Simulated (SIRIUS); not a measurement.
Fe under changes of volume

One of the cells (12.019 Å³/atom); the others are scaled copies at fixed shape and fractional positions:

```
Fe
1.0
    -1.44300    1.44300    1.44300
     1.44300   -1.44300    1.44300
     1.44300    1.44300   -1.44300
Fe
1
Direct
  0.00000 0.00000 0.00000
```

```yaml
Program: SIRIUS 7.12.0
Functional: PBEsol
Potentials_or_basis: all-electron FP-LAPW
Cutoff: 205 eV
Basis: apw+lo standard
k_mesh: 13 × 13 × 13
Occupations: fermi-dirac, width 0.05 eV
Spin: collinear spin, ferromagnetic start
Starting_moments: "[3.0] μB"
```

```csv
volume (Å³/atom),energy over the lowest point (meV/atom),moment (μB per cell)
11.298,0.00,2.12
11.538,17.74,2.15
11.778,40.55,2.19
12.019,?,?
12.259,96.63,2.32
12.499,128.30,2.39
12.740,161.51,2.49
```

What does the run at 12.019 Å³/atom give?

Energy over the lowest point 67.31 meV/atom; moment 2.25 μB per cell.

Worked out: A Birch-Murnaghan fit of order 3 (a polynomial in V^(-2/3)) to the other rows has no minimum within the range. It gives 67.18 meV/atom at 12.019 Å³/atom, against the run's 67.31. A parabola through the other rows of the moment, of slope 0.256 μB per Å³/atom there, gives 2.25 μB, against the run's 2.25.

Energies are extrapolated to zero smearing.
